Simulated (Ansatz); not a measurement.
PbS (h-MgO type), relaxed with r2SCAN, was run in the plane-wave code Ansatz under altered settings. All numbers are computed, without spin polarisation but where a row says otherwise.

```yaml
crystal:
  lattice:
    - [4.99709, 0.00000, 0.00000]
    - [-2.49854, 4.32761, 0.00000]
    - [0.00000, 0.00000, 5.99707]
  atoms:
    - { symbol: Pb, position: [0.33333, 0.66667, 0.25000] }
    - { symbol: Pb, position: [0.66667, 0.33333, 0.75000] }
    - { symbol: S, position: [0.66667, 0.33333, 0.25000] }
    - { symbol: S, position: [0.33333, 0.66667, 0.75000] }
```

The base run's other keys:
```yaml
kpoints:
  mp_grid: { grid: [6, 6, 2] }
hamiltonian:
  xc: hse06
scf:
  occupations: { method: fixed }
  n_extra_bands: 5
```

It takes 14 iterations with 2523 plane waves at 420 eV and 14 k points, and leaves a mean stress of +0.76 GPa. The gap over this mesh is 1.984 eV.

Outcomes, with energy and stress as changes against the base:

| setting | outcome | ΔF (meV/atom) | Δ mean stress (GPa) | gap on the mesh (eV) | iterations |
| --- | --- | --- | --- | --- | --- |
| PBE hybrid, exx coeff 0.75, omega 0.1 1/Å | converged | – | -1.3 | 4.284 | 18 |
| scf.exx.max_outer_iter: 1 | refused | – | – | – | – |
| scf.occupations: methfessel_paxton 0.5 | converged, warned | +0.1 | 0.0 | 1.985 | 14 |
| scf.occupations: cold 1.5 | cut off | – | – | – | 20 |

A dash marks a value that wasn't obtained or can't be compared. «Cut off» means the job's short time limit, which needn't be the setting's fault. Stress is positive in compression. The base's mesh is coarse for a hybrid, so its own values aren't converged.

- PBE hybrid, exx coeff 0.75, omega 0.1 1/Å. That is 75 % exact exchange, screened with ω = 0.1 1/Å, against HSE06's 25 % screened at 0.208 1/Å. The mean stress moves by -1.3 GPa and the gap on the mesh by +2.300 eV (to 4.284). Totals of different functionals aren't comparable. The program warns that on this mesh the truncation of the exchange isn't bounded, so part of the change can be an error of the mesh.
- scf.exx.max_outer_iter: 1. It is rejected at once. Error: invalid value for `scf.exx.max_outer_iter`: an exchange loop that starts behind the semilocal warm-up accepts no state before cycle 2, and this deck runs one: type 2 or more, or drop the key
- scf.occupations: methfessel_paxton 0.5. Energy, stress and gap stay within 1 meV an atom, 0.1 GPa and 0.005 eV of the base. The term −TS is +1.4 meV an atom, of a sign that arises since this scheme's broadening is partly negative. Warned: smearing energy in gap.
- scf.occupations: cold 1.5. It was cut off at its time limit, after 20 iterations (the base needs 14).

Within 1 meV an atom, 0.1 GPa and 0.005 eV of the base stay: scf.occupations: methfessel_paxton 0.5.

Spin-orbit coupling is left out; in compounds of Pb, Bi, Tl or Hg it can lower a gap by up to about 1 eV, split its edges or invert the bands.

The program warns that its thresholds are loose for a hybrid's stress.

The meshes of the hybrids are coarse, so their gaps aren't converged to the digits shown.
